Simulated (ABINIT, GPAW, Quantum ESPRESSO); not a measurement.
**The band gap of WS2, sorted by core time**

```cif
data_structure
_symmetry_space_group_name_H-M 'R3m:H'
_symmetry_Int_Tables_number 160
_cell_length_a 3.1580
_cell_length_b 3.1580
_cell_length_c 18.4900
_cell_angle_alpha 90.000
_cell_angle_beta 90.000
_cell_angle_gamma 120.000
_cell_volume 159.70
loop_
_atom_site_label
_atom_site_type_symbol
_atom_site_symmetry_multiplicity
_atom_site_Wyckoff_symbol
_atom_site_fract_x
_atom_site_fract_y
_atom_site_fract_z
_atom_site_occupancy
W1 W 3 a 0.00000 0.00000 0.00000 1
S1 S 3 a 0.33333 0.66667 0.08567 1
S2 S 3 a 0.00000 0.00000 0.24970 1
```

Measurements of this composition are mostly on another form, of space group No. 194.

| rung | level | program and potentials | cutoff (eV) | k mesh | core time | chip | band gap (eV) | notes |
| --- | --- | --- | --- | --- | --- | --- | --- | --- |
| GGA | PBEsol | GPAW, PAW data sets generated for this functional | 600 | 7 × 7 × 7 | 3.7 min | Intel Xeon Platinum 8488C Sapphire Rapids | 0.97 | from the band path |
| LDA | LDA | ABINIT, JTH PAW LDA v2.0 | 544 | 10 × 10 × 10 | 5.9 min | Arm Neoverse V2 | 0.99 | - |
| LDA | LDA | Quantum ESPRESSO, GBRV 1.5 LDA | 762 | 10 × 10 × 10 | 12 min | Arm Neoverse V1 | 0.94 | from the band path |
| meta-GGA | r2SCAN | GPAW, GPAW PAW data sets (gpaw-data 1.2.1) | 600 | 7 × 7 × 7 | 13 min | Arm Neoverse V2 | 1.13 | potentials made for PBE; from the band path |

Times are single runs on shared hosts and different chips, so they are rough; meshes, cutoffs and the tasks' sizes weigh on the time. Task: band structure. All rows: no spin polarisation. Gaps are the least found on the k mesh or the band path, and a mesh can miss the band edges. Meshes differ between rows, which moves values too. All levels ran on this one cell, unrelaxed unless noted. Meshes are those of the run's cell of 3 atoms unless a note names another. Runs on faulty files, with rough fits or with known faults for this quantity aren't shown. PBE isn't shown for this crystal. No row holds spin-orbit coupling.

By rung: LDA 0.94 to 0.99; GGA 0.97; meta-GGA 1.13 (eV).

WS2 is a semiconductor at every level here. Trigonal prismatic coordination splits the W 5d shell, and the two d electrons of W(IV) fill the lowest, mainly dz2 band, leaving the other d bands empty. In the bulk, sulfur pz character mixed into the valence states at the zone centre couples neighbouring layers and pushes the band edge up, which is why stacked layers have a smaller gap than a single one.

PBEsol falls between the two LDA values, so the table resolves no gain from adding density gradients. Only r2SCAN, at 1.13 eV, stands clear of that group, probably because its orbital dependence brings in part of the derivative discontinuity missing from LDA and GGA gaps. All four values lie below the gap usually measured for bulk WS2, as expected of Kohn-Sham gaps from semilocal functionals; the different stacking probably plays a smaller part. The gaps alone don't show whether the lowest transition is direct or indirect.
